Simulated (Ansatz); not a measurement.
## A strain series on KF (rocksalt): xy shear, engineering strain (angle)

KF in the rocksalt structure, relaxed with r2SCAN in Ansatz, then strained (xy shear, engineering strain (angle); angles, axes as in the cell below) with the atoms relaxed again within the symmetry that is left. Space group Fm-3m (No. 225), cubic; conventional cell a = 5.318 Å, 18.80 Å³ an atom. K is surrounded by 6 F at 2.66 Å; F is surrounded by 6 K at 2.66 Å. Calculated for a static, non-magnetic cell.

```
CELL_PARAMETERS angstrom
0.00000 2.65896 2.65896
2.65896 0.00000 2.65896
2.65896 2.65896 0.00000
ATOMIC_POSITIONS crystal
K 0.00000 0.00000 0.00000
F 0.50000 0.50000 0.50000
```

Gaps are the least over each mesh (PBE 8×8×8, r2SCAN 8×8×8, HSE06 6×6×6 when unstrained) and the special points, which keep their unstrained names; stress is the change from the unstrained cell, compression positive.

```tsv
strain (%)	gap, PBE (eV)	gap, r2SCAN (eV)	gap, HSE06 (eV)	edges, HSE06	xy stress, r2SCAN (GPa)	energy rise, r2SCAN (meV/atom)
-5.95	6.220	6.874	8.226	Γ	+0.74	2.6
-2.5	6.245	6.896	8.250	Γ	+0.31	0.4
0.0	6.259	6.908	8.263	Γ	0.00	0.0
+2.0	6.248	6.898	8.253	Γ	-0.25	0.3
+5.03	6.227	6.880	8.233	Γ	-0.62	1.8
```

The meshes of the hybrids are coarse, so their gaps aren't converged to the digits shown.
